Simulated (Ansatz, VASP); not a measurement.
Sc: VASP beside Ansatz

INCAR

```
PREC = Accurate
ENCUT = 520
EDIFF = 1E-6
ISMEAR = -1
SIGMA = 0.03
LREAL = False
LASPH = True
NELM = 80
ALGO = Normal
ISIF = 2
LWAVE = False
LCHARG = False
GGA = PE
NBANDS = 12
```

Contents of KPOINTS:

```
Automatic mesh
0
Gamma
  13 13 13
```

POSCAR

```
Sc
1.0
    0.0000000000      2.2860404442      2.2860404442
    2.2860404442      0.0000000000      2.2860404442
    2.2860404442      2.2860404442      0.0000000000
Sc
1
Direct
    0.0000000000      0.0000000000      0.0000000000
```

Input for Ansatz:

```yaml
crystal:
  lattice:
    - [0.0, 2.2860404442, 2.2860404442]
    - [2.2860404442, 0.0, 2.2860404442]
    - [2.2860404442, 2.2860404442, 0.0]
  atoms:
    - { symbol: Sc, position: [0.0, 0.0, 0.0] }
kpoints:
  mp_grid: { grid: [13, 13, 13] }
scf:
  occupations: { method: fermi_dirac, width: 0.03 }
hamiltonian:
  xc: pbe
  pseudopotentials: { kind: all_electron, lapw: { basis_error: 0.00025 } }
output:
  forces: true
  stress: true
  eigenvalues: true
```

Change from the starting cell: volume scaled by 0.97.

Alike in both runs: task single point; functional PBE; k mesh 13 × 13 × 13; occupations fermi-dirac, width 0.03 eV; no spin polarisation.

|  | VASP | Ansatz |
| --- | --- | --- |
| version | VASP 6.6.1 | Ansatz 0.2.0 |
| potentials or method | VASP PAW PBE potentials, release 64 (Sc_sv) | all-electron LAPW, scalar-relativistic |
| plane-wave cutoff (eV) | 520 | see its input |

```csv
,VASP,Ansatz,Ansatz less VASP
pressure (GPa),1.7,1.6,-0.02
```

Ansatz ran all-electron here, so the differences hold the error of VASP's frozen core and of both bases.
